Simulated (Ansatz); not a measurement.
I:

```
I
1.0
     3.63503   -2.39502    0.00000
     3.63503    2.39502    0.00000
     0.00000    0.00000    9.79344
I
4
Direct
  0.64930 0.35070 0.38440
  0.14930 0.85070 0.11560
  0.35070 0.64930 0.61560
  0.85070 0.14930 0.88440
```

| Quantity | Value |
| --- | --- |
| Program | Ansatz 0.2.0 |
| Task | relaxation of cell and atoms |
| Functional | PBE |
| Dispersion | D3(BJ) |
| Potentials or basis | Ansatz PAW |
| Cutoff | 420 eV (not typed: the program's choice for these potentials) |
| k mesh | 7 × 7 × 3 |
| Occupations | fermi-dirac, width 0.05 eV |
| Spin | no spin polarisation |

At the start: volume 42.63 Å³/atom.

Where does the relaxation end?

It ends after 8 steps and the volume is 39.68 Å³/atom (-6.9 %); space group Cmce (No. 64, to 0.05 Å).

Step by step:
```
step  energy change (eV)  largest force (eV/Å)  volume (Å³)
   1              0.0000                0.8691       170.52
   2             -0.0605                0.4146       156.14
   3             -0.1261                0.2088       162.69
   4             -0.1653                0.0255       159.17
   5             -0.1684                0.0202       158.30
   6             -0.1691                0.0023       158.35
   7             -0.1691                0.0024       158.73
   8             -0.1678                0.0025       158.73
```

Final structure:
```yaml
crystal:
  lattice:
    - [3.66828, -2.24518, 0.00000]
    - [3.66828, 2.24518, 0.00000]
    - [0.00000, 0.00000, 9.63650]
  atoms:
    - { symbol: I, position: [0.67155, 0.32845, 0.37760] }
    - { symbol: I, position: [0.17155, 0.82845, 0.12240] }
    - { symbol: I, position: [0.32845, 0.67155, 0.62240] }
    - { symbol: I, position: [0.82845, 0.17155, 0.87760] }
```

Caveat: the plane-wave basis is chosen anew once the cell has moved, so the energies of steps on either side of that aren't comparable.
